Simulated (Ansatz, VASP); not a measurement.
Mo: VASP beside Ansatz

```
Mo
1.0
     2.69680    0.00000    0.00000
    -1.34840    2.33550    0.00000
     0.00000    0.00000    4.75125
Mo
2
Direct
  0.33333 0.66667 0.25000
  0.66667 0.33333 0.75000
```

Alike in both runs: functional LDA; k mesh 16 × 16 × 9; occupations fermi-dirac, width 0.05 eV; no spin polarisation.

Ansatz relaxed the structure, and its values are those at the end. VASP's run is a single point on that final structure, the one shown.

|  | VASP | Ansatz |
| --- | --- | --- |
| version | VASP 6.6.1 | Ansatz 0.2.0 |
| potentials or method | VASP PAW LDA potentials, release 64 (Mo_sv) | PAW with Ansatz's default frozen-core files, scalar-relativistic |
| plane-wave cutoff (eV) | 520 | 420 |
| valence electrons in the cell | 28 | 28 |

|  | VASP | Ansatz | Ansatz less VASP |
| --- | --- | --- | --- |
| pressure (GPa) | 7.7 | 6.5 | -1.19 |
